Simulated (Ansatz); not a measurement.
# Nb (Fm-3m), tetragonal deformation path

These are results of Ansatz 0.2.0, DFT PBE, scalar-relativistic, plane waves, PAW, not measurements. Cutoff 420 eV, Γ-centred 22×22×22 k-points, Gaussian smearing of 0.15 eV. No spin polarisation. Energies are free energies at this smearing, counted from the undisturbed cell; pressure is positive in compression.

The undisturbed cell (as given, not relaxed at this level; it stands at -1.3 GPa; this fcc form isn't the usual structure):

```
Nb
1.0
     0.00000    2.11500    2.11500
     2.11500    0.00000    2.11500
     2.11500    2.11500    0.00000
Nb
1
Direct
  0.00000 0.00000 0.00000
```

At fixed volume and fractional coordinates, lengths along (0.000, 0.000, 1.000) are scaled against those across it; ρ is that ratio over its starting value. The cell is metallic on the mesh throughout. At ρ = 0.707 the cell becomes cubic (Im-3m), and there the slope of the energy vanishes by symmetry.

```csv
ρ,ΔE (meV/atom)
0.707,-308.1
0.850,-172.7
1.000,0.0
1.200,-155.7
1.414,-93.3
```

(1) Predict the pressure (GPa) at each point.

## Answers

(1)
```tsv
ρ	pressure (GPa)
0.707	-6.6
0.850	-4.4
1.000	-1.3
1.200	-3.8
1.414	-1.8
```